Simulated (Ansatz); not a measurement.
## Bands of MnSb

```yaml
crystal:
  lattice:
    - [0.00000, 2.78582, 2.78582]
    - [2.78582, 0.00000, 2.78582]
    - [2.78582, 2.78582, 0.00000]
  atoms:
    - { symbol: Mn, position: [0.00000, 0.00000, 0.00000] }
    - { symbol: Sb, position: [0.50000, 0.50000, 0.50000] }
```

Atom numbers follow the list: Mn1, Sb2.

The structure comes from a relaxation in the same program, started in the rocksalt type, and has space group Fm-3m. Whether it is a known phase or the ground state wasn't checked.

Computed with DFT, PBE, all-electron LAPW, Dirac equation with spin-orbit coupling (Ansatz 0.2.0).

Settings: a Γ-centred 11×11×11 k mesh, Fermi–Dirac smearing of 0.03 eV, basis error target 1 meV/atom, spin-polarised from start moments Mn1 4 μB, magnetisation along z, ending with a spin moment of 3.79 μB in the cell.

Points in fractions of the reciprocal vectors of this cell: Γ (0, 0, 0), X (0.5, 0, 0.5), U (0.625, 0.25, 0.625), K (0.375, 0.375, 0.75), L (0.5, 0.5, 0.5), W (0.5, 0.25, 0.75). The path joins them by straight lines in the order Γ–X–U–K–Γ–L–W–X; legs that retrace an earlier one aren't tabulated. Energies are in eV from the Fermi level.

(1) List the levels at W between -20 and 1 eV.

(2) List the levels at U between -20 and 1 eV.

(3) List the levels at X between -20 and 1 eV.

(4) What is the band gap?

Results:

(1) -8.90, -8.90, -4.26, -4.24, -3.99, -3.70, -3.66, -3.00, -2.60, -2.18, -2.18, -1.83, -1.80, 0.62, 0.94 (×2).

(2) -8.99, -8.98, -4.56, -4.44, -4.19, -3.78, -3.33, -2.70, -2.67, -2.29, -1.81, -1.76, -0.12, 0.20.

(3) -9.13, -9.07, -4.78, -4.67, -3.51, -2.65, -2.60, -2.59, -1.74, -1.72 (×2), -1.31 (×2), -0.77, 0.40, 0.91, 0.92.

(4) none: bands cross the Fermi level, a metal.
